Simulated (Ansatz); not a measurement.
# SnTe (Pm-3m) in Ansatz: notebook

Aim: see how the results for SnTe move with the level of theory and the settings. Levels: PBEsol+D3(BJ), PBEsol+D4, RPBE+D3(BJ). Tasks: relaxation of cell and atoms.

Program: Ansatz 0.2.0. These are calculated values, not measurements. Logs are shortened: lines on timing, memory, paths and dates and some standing lists are left out, and cuts for length are marked.

## Step 1: The crystal as given

Symmetry: Pm-3m, No. 221, cubic system. Conventional cell: a = 3.905 Å, b = 3.905 Å, c = 3.905 Å, α = 90.00°, β = 90.00°, γ = 90.00°. Te (site symmetry m-3m) has 8 Sn at 3.38 Å as nearest neighbours. Sn (site symmetry m-3m) has 8 Te at 3.38 Å as nearest neighbours.

Measurements of this composition are mostly on another form, of space group No. 225.

## Step 2: Relaxation of cell and atoms, PBEsol+D3(BJ)

Input file input.yaml:

```yaml
crystal:
  lattice:
    - [3.9047, 0.0, 0.0]
    - [0.0, 3.9047, 0.0]
    - [0.0, 0.0, 3.9047]
  atoms:
    - { symbol: Te, position: [0.5, 0.5, 0.5] }
    - { symbol: Sn, position: [0.0, 0.0, 0.0] }
hamiltonian:
  xc: pbesol
  pseudopotentials: { kind: paw }
  dispersion: d3bj
kpoints:
  mp_grid: { grid: [7, 7, 7] }
scf:
  occupations: { method: fermi_dirac, width: 0.05 }
output:
  forces: true
  stress: true
  eigenvalues: true
  write_density: true
  write_potential: true
  elf: true
  volumetric_format: npy
relax:
  f_tol: 0.01
  max_steps: 40
  cell: { stress_tol: 0.05 }
```

Potentials or basis: Ansatz PAW.

Launch:

```bash
ansatz run input.yaml --threads 2 --pin off --max-ram 5632MiB --backend cpu --events-out ev --progress --plain --runs-dir out
```

The log of the run:

```text
Warning: RAYON_NUM_THREADS=2 ignored (pool sized by the plan → 2); use --threads N
Engine: ansatz 0.2.0, aarch64-unknown-linux-gnu
Pseudopotentials: kind: paw
Pseudopotential: Te, paw, valence charge 16, recommended cutoff 420 eV (normal), Te.paw.azcp
Pseudopotential: Sn, paw, valence charge 14, recommended cutoff 420 eV (normal), Sn.paw.azcp
Functional definition: PBEsol
  exchange = pbesol_x
  correlation = pbesol_c
Crystal: 2 atoms, lattice volume = 59.534 Å³
Basis set: ecut = 420 eV, 1189 PW (Γ), exchange–correlation on 54×54×54 points (8 copies of the dense FFT grid, shifted against one another)
Bands: 19, of which v1, the nominal top of the filled ones, is band 15 counted from 1 (14 counted from 0)
Symmetry: 48 space group operations
Space group: Pm-3m (ITA 221), of the structure as read, at distance tolerance 3.9e-5 Å
k-points: 20 of 343
Non-local potential: Te, projectors of the file, l = 0: 2, l = 1: 2, l = 2: 2, l = 3: 2
Non-local potential: Sn, projectors of the file, l = 0: 2, l = 1: 2, l = 2: 2, l = 3: 2
PAW form: soft (Blöchl's): semilocal exchange-correlation on the pseudo side does not see the compensation charge
PAW frozen core: Te, regenerated for the run's functional, and the local potential with it (the file was generated under x = pbe(κ = 0.804, μ = 0.2195149727645171), c = pbe(β = 0.06672455060314922))
PAW frozen core: Sn, regenerated for the run's functional, and the local potential with it (the file was generated under x = pbe(κ = 0.804, μ = 0.2195149727645171), c = pbe(β = 0.06672455060314922))
PAW one-centre angular grid: Te, 590 points (default); XC on 64 Gauss nodes
PAW one-centre angular grid: Sn, 590 points (default); XC on 64 Gauss nodes
Initial density: superposition of atomic densities (neutral atoms: chi_scale 0, normalization atom), corrected by the library's trained network
Initial wavefunctions: pseudopotential atomic-orbital guess
Functional: x = pbesol(κ = 0.804, μ = 0.12345679012345678), c = pbesol(β = 0.046)
SCF iter   1: F=—  HF=-12852.228594 eV  |F-HF|=—  |Δ(HF+E_count)|=         —  Δρ=4.85e-3  dr2=3.36e-2  ethr=1.77e-3  ⟨swp⟩=6.3  Hψ=1965  notcnv=0
preconditioner: auto → Kerker (q_TF=auto, 2.434 Å⁻¹)  [metal: Δε(μ)=0.080 eV  Ē_g=16.744 eV  σ=0.050 eV  W_gap=0.38  n_scr=18 (ndim 8)  ℏωp=21.5 eV  f_vac=0.000  D(μ)=1.92/eV (n_scr^D=18)]
SCF iter   2: F=—  HF=-12852.220474 eV  |F-HF|=—  |Δ(HF+E_count)|=   8.12e-3  Δρ=2.54e-3  dr2=8.90e-3  ethr=1.12e-4  ⟨swp⟩=1.9  Hψ=573  notcnv=0
SCF iter   3: F=—  HF=-12852.218637 eV  |F-HF|=—  |Δ(HF+E_count)|=   1.84e-3  Δρ=4.29e-4  dr2=8.92e-5  ethr=2.97e-5  ⟨swp⟩=2.4  Hψ=554  notcnv=0
SCF iter   4: F=—  HF=-12852.218647 eV  |F-HF|=—  |Δ(HF+E_count)|=   9.67e-6  Δρ=3.06e-4  dr2=9.00e-5  ethr=2.97e-7  ⟨swp⟩=2.0  Hψ=684  notcnv=0
SCF iter   5: F=—  HF=-12852.218622 eV  |F-HF|=—  |Δ(HF+E_count)|=   2.47e-5  Δρ=1.36e-4  dr2=1.78e-5  ethr=2.97e-7  ⟨swp⟩=2.1  Hψ=685  notcnv=0
SCF iter   6: F=—  HF=-12852.218613 eV  |F-HF|=—  |Δ(HF+E_count)|=   8.86e-6  Δρ=2.36e-5  dr2=5.50e-7  ethr=5.94e-8  ⟨swp⟩=2.0  Hψ=674  notcnv=0
SCF iter   7: F=-12852.218613 eV  HF=-12852.218613 eV  |F-HF|=3.08e-9  |Δ(HF+E_count)|=   2.29e-7  Δρ=2.52e-6  dr2=4.93e-9  ethr=3.33e-10  ⟨swp⟩=11.2  Hψ=3070  notcnv=0
WARN: dispersion: an atom stands within reach of a switch of its C6 between two reference coordination numbers of its element: through that C6 alone, e_disp changes by 0.025 eV or more while the distances to its neighbours run over a stretch of 0.05 Å that contains this geometry (sites counted from 0 in the run's list of atoms or, in a supercell that it derives, in that cell's: here a list of 2) — site 1 (Sn): coordination number 4.047 (about 3.50 to 4.60 with every neighbour 0.05 Å farther or nearer), switch near 3.419 between the references 3.912 (weight 0.99) and 2.926 (weight 0.01), e_disp changing by some 0.03 eV. This is how the published method behaves, and the energy and the forces stay consistent. Where you compare this geometry's total energy with another's, compare their components.e_disp too, and, where the geometries are yours to choose, keep both on one side of the switch, which a site's coordination number tells: a relaxation that ends in reach of it can search the other side under relax.adjacent_minimum: search, except where no move that the cell, the constraints and the symmetry allow carries the atom there
SCF 1 converged in 7 iterations: F = -12852.218613 eV  dr2 = 4.93e-9
relax step   1: F+E_penalty+E_count = -12852.21861282 eV  Δ(F+E_penalty+E_count) = +0.000e0 eV  max|allowed force component| = 1.880e-29 eV/Å  Δτ_max = 0.0000 Å  P = -5.958 GPa  Ω = 59.534 Å³  (7 SCF iters, dr2 threshold 1.00e-7 eV, accepted)
Crystal: 2 atoms, lattice volume = 51.365 Å³
Basis set: ecut = 420 eV, 1021 PW (Γ), exchange–correlation on 54×54×54 points (8 copies of the dense FFT grid, shifted against one another)
Initial density: handed on by an earlier stage of this run
Initial wavefunctions: those handed on with the density
iter 1 solved again at ethr=5.29e-5 eV; its pass at ethr=3.10e-3 eV (dr2=1.59e-2 eV) is discarded
SCF iter   1: F=—  HF=-12852.403973 eV  |F-HF|=—  |Δ(HF+E_count)|=         —  Δρ=3.81e-3  dr2=1.60e-2  ethr=5.29e-5  ⟨swp⟩=1.6  Hψ=2564  notcnv=0
preconditioner: auto → Resta (q_TF=auto, 2.494 Å⁻¹)  ε∞=2.8  [insulator: Δε(μ)=0.127 eV  Ē_g=17.307 eV  σ=0.050 eV  W_gap=0.54  n_scr=18 (ndim 8)  ℏωp=23.2 eV  f_vac=0.000  D(μ)=0.97/eV (n_scr^D=6)  ε∞_Penn≈2.8]
SCF iter   2: F=—  HF=-12852.399979 eV  |F-HF|=—  |Δ(HF+E_count)|=   3.99e-3  Δρ=1.65e-3  dr2=2.12e-3  ethr=5.29e-5  ⟨swp⟩=2.0  Hψ=490  notcnv=0
SCF iter   3: F=—  HF=-12852.399639 eV  |F-HF|=—  |Δ(HF+E_count)|=   3.40e-4  Δρ=4.72e-4  dr2=8.11e-5  ethr=7.05e-6  ⟨swp⟩=2.0  Hψ=460  notcnv=0
SCF iter   4: F=—  HF=-12852.399649 eV  |F-HF|=—  |Δ(HF+E_count)|=   9.69e-6  Δρ=7.21e-5  dr2=2.55e-6  ethr=2.70e-7  ⟨swp⟩=1.4  Hψ=456  notcnv=0
SCF iter   5: F=-12852.399649 eV  HF=-12852.399649 eV  |F-HF|=1.18e-9  |Δ(HF+E_count)|=   4.41e-7  Δρ=1.04e-5  dr2=4.27e-8  ethr=6.67e-10  ⟨swp⟩=11.4  Hψ=3035  notcnv=0
SCF 2 converged in 5 iterations: F = -12852.399649 eV  dr2 = 4.27e-8
[... 17 lines left out ...]
Basis set: ecut = 420 eV, 1021 PW (Γ), exchange–correlation on 50×50×50 points (8 copies of the dense FFT grid, shifted against one another)
Initial wavefunctions: pseudopotential atomic-orbital guess (no wavefunctions were taken with the density)
iter 1 solved again at ethr=2.56e-7 eV; its pass at ethr=3.10e-3 eV (dr2=7.68e-5 eV) is discarded
SCF iter   1: F=—  HF=-12852.398405 eV  |F-HF|=—  |Δ(HF+E_count)|=         —  Δρ=1.34e-4  dr2=1.31e-6  ethr=2.56e-7  ⟨swp⟩=3.2  Hψ=2996  notcnv=0
SCF iter   2: F=—  HF=-12852.398419 eV  |F-HF|=—  |Δ(HF+E_count)|=   1.45e-5  Δρ=6.63e-5  dr2=3.31e-7  ethr=4.37e-9  ⟨swp⟩=2.0  Hψ=678  notcnv=0
SCF iter   3: F=—  HF=-12852.398420 eV  |F-HF|=—  |Δ(HF+E_count)|=   4.37e-7  Δρ=1.34e-5  dr2=2.02e-8  ethr=1.10e-9  ⟨swp⟩=2.0  Hψ=668  notcnv=0
SCF iter   4: F=—  HF=-12852.398420 eV  |F-HF|=—  |Δ(HF+E_count)|=   1.81e-8  Δρ=9.10e-7  dr2=2.59e-10  ethr=6.73e-11  ⟨swp⟩=2.0  Hψ=476  notcnv=0
SCF iter   5: F=—  HF=-12852.398420 eV  |F-HF|=—  |Δ(HF+E_count)|=  2.91e-11  Δρ=1.78e-7  dr2=2.89e-11  ethr=1.00e-12  ⟨swp⟩=7.4  Hψ=1948  notcnv=0
SCF iter   6: F=-12852.398420 eV  HF=-12852.398420 eV  |F-HF|=1.82e-12  |Δ(HF+E_count)|=  1.64e-11  Δρ=4.19e-8  dr2=9.68e-13  ethr=1.00e-12  ⟨swp⟩=6.0  Hψ=1634  notcnv=0
SCF 5 converged in 6 iterations: F = -12852.398420 eV  dr2 = 9.68e-13
relax step   5: F+E_penalty+E_count = -12852.39841969 eV  Δ(F+E_penalty+E_count) = +1.449e-3 eV  max|allowed force component| = 3.464e-30 eV/Å  Δτ_max = 0.0000 Å  P = -0.011 GPa  Ω = 51.628 Å³  stress off target by 1.09e-2 GPa  SCF on the basis re-selected at this cell (its energy is not comparable with the rows above)  (6 SCF iters)
basis re-selected at this cell: Δ(F+E_penalty+E_count) = +1.449e-3 eV, ΔP = -0.009 GPa vs the last step (what re-selecting the basis moved, of the pressure what is left beyond the Pulay correction that the steps carried, after the strain that the cell walked since its last selection, with what the two solves' SCF thresholds leave and, on support functions, any second-order correction that the steps lacked; it is no measure of the basis error at this ecutwfc). The dense FFT grid was sized anew with the basis: this SCF ran on 25×25×25 points, the steps before it on 27×27×27, so part of this shift can come from that change (see relax.cell in the input reference). This SCF's stress stands 1.09e-2 GPa from its target on what of the cell is left free (relax.cell.stress_tol is 5.00e-2 GPa) and its largest allowed force component is 3.46e-30 eV/Å (relax.f_tol is 1.00e-2 eV/Å): within both
SCF converged after 6 iterations
Free energy (F): -12852.398420 eV
Harris-Foulkes:  -12852.398420 eV  (|F-HF|=1.82e-12)
Internal energy: -12852.391435 eV  (E = F + TS)
E sigma→0 (E₀):  -12852.394927 eV
Entropy (-TS):   -0.006985 eV (-3.492 meV/atom)
Fermi energy:    12.050828 eV
--- Per-component energies (eV) ---
  E_band       = -274.367329
  E_kinetic    = 369.192084
  E_local      = -1741.769044  (includes V_loc(G=0)·N_el)
  E_nonlocal   = -338.765539
  E_hartree    = 1185.775959
  E_xc         = -504.690763
  E_vxc        = -203.543690  (∫ρ·V_xc dr)
  E_paw        = -8647.457665  (= ΣΔE_a)
  E_vpaw       = -731.032874  (= ΣTr[D̂ρ^β])
  E_aug_tail   = -0.000151  (compensation charges beyond the density's cutoff)
  E_ewald      = -3174.391696
  E_disp       = -0.944275  (pairwise vdW)
  E_core_change = 0.659655  (= ΣΔE_core)
  E_smearing   = -0.006985  (= −TS)
  E_closure    = 0.000000  (closes the sum)
  Σ components = -12852.398420   (vs F -12852.398420, Δ=0.00e0)
--- Forces (eV/Å), atoms counted from 1 ---
  atom   1  Te     0.00000000    -0.00000000     0.00000000
  atom   2  Sn    -0.00000000     0.00000000     0.00000000
  max |Σ_I F_I| component: 6.75e-30 eV/Å
--- Stress (GPa, compression-positive) ---
       -0.010863      -0.000000       0.000000
       -0.000000      -0.010863       0.000000
        0.000000       0.000000      -0.010863
  P = ⅓ Tr σ = -0.0109 GPa (-0.109 kbar)
--- Band table (eV; the first three rows and the last of 20) ---
  k-point 0: bands = ["-24.8124", "-24.8124", "-24.8027", "-24.8027", "-24.8027", "-9.4370", "-9.4370", "-9.3779", "-9.3779", "-9.3779", "-1.3684", "7.1853", "9.9417", "9.9417", "9.9417", "15.2837", "15.2837", "18.3861", "18.3861"]
  k-point 1: bands = ["-24.8123", "-24.8104", "-24.8032", "-24.8032", "-24.8027", "-9.4365", "-9.4265", "-9.3818", "-9.3818", "-9.3777", "-1.1766", "6.3166", "10.1307", "10.1608", "10.1608", "15.4677", "16.3557", "17.5321", "17.6220"]
  k-point 2: bands = ["-24.8122", "-24.8061", "-24.8043", "-24.8043", "-24.8026", "-9.4354", "-9.4030", "-9.3904", "-9.3904", "-9.3773", "-0.6383", "4.6548", "10.7401", "10.7778", "10.7778", "15.1172", "16.0101", "16.0101", "16.0150"]
  k-point 19: bands = ["-24.8076", "-24.8076", "-24.8076", "-24.7973", "-24.7973", "-9.4187", "-9.4179", "-9.4179", "-9.3519", "-9.3519", "1.8535", "6.4826", "8.3328", "8.3854", "8.3854", "10.7378", "10.7378", "11.7531", "25.5677"]
--- Relaxed structure (4 steps of the walk, 4 accepted, 1 SCFs on fresh bases) ---
  F+E_penalty+E_count = -12852.39841969 eV   max|allowed force component| = 3.464e-30 eV/Å   (the final SCF, on the basis selected at the relaxed cell)
  cell:  # Å, volume = 51.6280 Å³
    - [3.7235904393001387, -1.444447458290427e-34, 1.2839532962581572e-34]
    - [-8.024708101613485e-35, 3.7235904393001387, -2.728400754548584e-34]
    - [6.419766481290786e-35, -2.728400754548584e-34, 3.7235904393001387]
  atoms:
    - { symbol: Te, position: [0.5, 0.5, 0.5] }
    - { symbol: Sn, position: [1.6441126030921421e-35, 4.1102815077288363e-35, 0.0] }
```

Run time: 4.3 s. Hardware: 2 threads of Arm Neoverse V2, shared host; peak memory 0.34 GiB.

Results:

* Free energy: -12852.3984 eV
* Relaxed volume: 25.81 Å³/atom
* Relaxed cell: a = 3.724 Å, b = 3.724 Å, c = 3.724 Å, α = 90.00°, β = 90.00°, γ = 90.00°
* Space group after relaxing (to 0.05 Å): Pm-3m (No. 221)
* Energy gained by relaxing: 89.9 meV/atom
* Ionic steps: 5
* Pressure after relaxing: 0.0 GPa
* Band gap on the k mesh: none (metal or under the smearing width)

The path:
```
step  energy change (eV)  largest force (eV/Å)  volume (Å³)
   1              0.0000                0.0000        59.53
   2             -0.1810                0.0000        51.36
   3             -0.1812                0.0000        51.75
   4             -0.1813                0.0000        51.63
   5             -0.1798                0.0000        51.63
```

Final structure:
```
Te Sn
1.0
     3.72359    0.00000    0.00000
     0.00000    3.72359    0.00000
     0.00000    0.00000    3.72359
Te Sn
1 1
Direct
  0.50000 0.50000 0.50000
  0.00000 0.00000 0.00000
```

Levels at points of the mesh, in eV from the Fermi level:
| k point | band 13 | band 14 | band 15 | band 16 | band 17 | band 18 |
| --- | --- | --- | --- | --- | --- | --- |
| (0.00, 0.00, 0.00) | -2.11 | -2.11 | -2.11 | 3.23 | 3.23 | 6.34 |

Caveat: the plane-wave basis is chosen anew once the cell has moved, so the energies of steps on either side of that aren't comparable; pairwise dispersion overbinds metals, which lowers pressure and volume; the PAW data sets come from PBE, with cores solved anew for the run's functional, which leaves a small shift of forces and pressure. The run has no spin-orbit coupling, so splittings on Te are missing.

## Step 3: Relaxation of cell and atoms, PBEsol+D4

input.yaml, as its differences from that of step 2:

```diff
@@ -11,3 +11,3 @@
   pseudopotentials: { kind: paw }
-  dispersion: d3bj
+  dispersion: d4
 kpoints:
@@ -20,6 +20,2 @@
   eigenvalues: true
-  write_density: true
-  write_potential: true
-  elf: true
-  volumetric_format: npy
 relax:
```

Potentials or basis: Ansatz PAW.

Launch:

```bash
ansatz run input.yaml --threads 2 --pin off --max-ram 5632MiB --backend cpu --events-out ev --progress --plain --runs-dir out
```

It took 4 s on 2 threads of Arm Neoverse V2, shared host; peak memory 0.33 GiB.

Results (log left out):

```yaml
Free_energy: -12852.0657 eV
Relaxed_volume: 26.30 Å³/atom
Relaxed_cell: a = 3.747 Å, b = 3.747 Å, c = 3.747 Å, α = 90.00°, β = 90.00°, γ = 90.00°
Space_group_after_relaxing_to_0.05_Å: Pm-3m (No. 221)
Energy_gained_by_relaxing: 64.0 meV/atom
Ionic_steps: 5
Pressure_after_relaxing: 0.0 GPa
Band_gap_on_the_k_mesh: none (metal or under the smearing width)
```

The path:
```
step  energy change (eV)  largest force (eV/Å)  volume (Å³)
   1              0.0000                0.0000        59.53
   2             -0.1258                0.0000        53.62
   3             -0.1272                0.0000        51.85
   4             -0.1294                0.0000        52.61
   5             -0.1281                0.0000        52.61
```

Final structure:
```yaml
crystal:
  lattice:
    - [3.74703, 0.00000, 0.00000]
    - [0.00000, 3.74703, 0.00000]
    - [0.00000, 0.00000, 3.74703]
  atoms:
    - { symbol: Te, position: [0.50000, 0.50000, 0.50000] }
    - { symbol: Sn, position: [0.00000, 0.00000, 0.00000] }
```

Levels at points of the mesh, in eV from the Fermi level:
```tsv
k point	band 11	band 12	band 13	band 14	band 15	band 16	band 17	band 18	band 19
(0.00, 0.00, 0.00)	-13.25	-4.92	-2.04	-2.04	-2.04	3.29	3.29	6.21	6.21
```

Caveat: the plane-wave basis is chosen anew once the cell has moved, so the energies of steps on either side of that aren't comparable; pairwise dispersion overbinds metals, which lowers pressure and volume; the PAW data sets come from PBE, with cores solved anew for the run's functional, which leaves a small shift of forces and pressure. The run has no spin-orbit coupling, so splittings on Te are missing.

## Step 4: Relaxation of cell and atoms, RPBE+D3(BJ)

input.yaml, as its differences from that of step 3:

```diff
@@ -9,5 +9,5 @@
 hamiltonian:
-  xc: pbesol
+  xc: rpbe
   pseudopotentials: { kind: paw }
-  dispersion: d4
+  dispersion: d3bj
 kpoints:
```

Launch:

```bash
ansatz run input.yaml --threads 2 --pin off --max-ram 5632MiB --backend cpu --events-out ev --progress --plain --runs-dir out
```

It took 4.5 s on 2 threads of Arm Neoverse V2, shared host; peak memory 0.33 GiB.

Results (log left out):

```
Free energy                            : -13026.8379 eV
Relaxed volume                         : 20.91 Å³/atom
Relaxed cell                           : a = 3.471 Å, b = 3.471 Å, c = 3.471 Å, α = 90.00°, β = 90.00°, γ = 90.00°
Space group after relaxing (to 0.05 Å) : Pm-3m (No. 221)
Energy gained by relaxing              : 708.8 meV/atom
Ionic steps                            : 6
Pressure after relaxing                : 0.0 GPa
Band gap on the k mesh                 : none (metal or under the smearing width)
```

Step by step:
```
step  energy change (eV)  largest force (eV/Å)  volume (Å³)
   1              0.0000                0.0000        59.53
   2             -0.8717                0.0000        51.24
   3             -1.3886                0.0000        43.76
   4             -1.4117                0.0000        40.84
   5             -1.4207                0.0000        41.83
   6             -1.4177                0.0000        41.83
```

Final structure:
```
Te Sn
1.0
     3.47121    0.00000    0.00000
     0.00000    3.47121    0.00000
     0.00000    0.00000    3.47121
Te Sn
1 1
Direct
  0.50000 0.50000 0.50000
  0.00000 0.00000 0.00000
```

Levels at points of the mesh, in eV from the Fermi level:
| k point | band 13 | band 14 | band 15 | band 16 | band 17 | band 18 |
| --- | --- | --- | --- | --- | --- | --- |
| (0.00, 0.00, 0.00) | -2.81 | -2.81 | -2.81 | 2.59 | 2.59 | 8.12 |

Caveat: the volume moved by over 15 % at a fixed basis, so the end points are rough; the plane-wave basis is chosen anew once the cell has moved, so the energies of steps on either side of that aren't comparable; pairwise dispersion overbinds metals, which lowers pressure and volume; the PAW data sets come from PBE, with cores solved anew for the run's functional, which leaves a small shift of forces and pressure.

## Step 5: Summary

| level | gap on the mesh (eV) | pressure (GPa) | relaxed volume (Å³/atom) |
| --- | --- | --- | --- |
| PBEsol+D3(BJ) | none | 0.0 | 25.81 |
| PBEsol+D4 | none | 0.0 | 26.30 |
| RPBE+D3(BJ) | none | 0.0 | 20.91 |

Alike in all rows: task relaxation of cell and atoms; potentials or basis Ansatz PAW; no spin polarisation; cell relaxed; k mesh 7 × 7 × 7; cutoff (eV) 420; smearing fermi-dirac 0.05 eV.

Caveats: the plane-wave basis is chosen anew once the cell has moved, so the energies of steps on either side of that aren't comparable; pairwise dispersion overbinds metals, which lowers pressure and volume; the PAW data sets come from PBE, with cores solved anew for the run's functional, which leaves a small shift of forces and pressure; the volume moved by over 15 % at a fixed basis, so the end points are rough (some runs).

Total energies depend on the potentials used, so only differences within one code and one set of settings carry meaning.
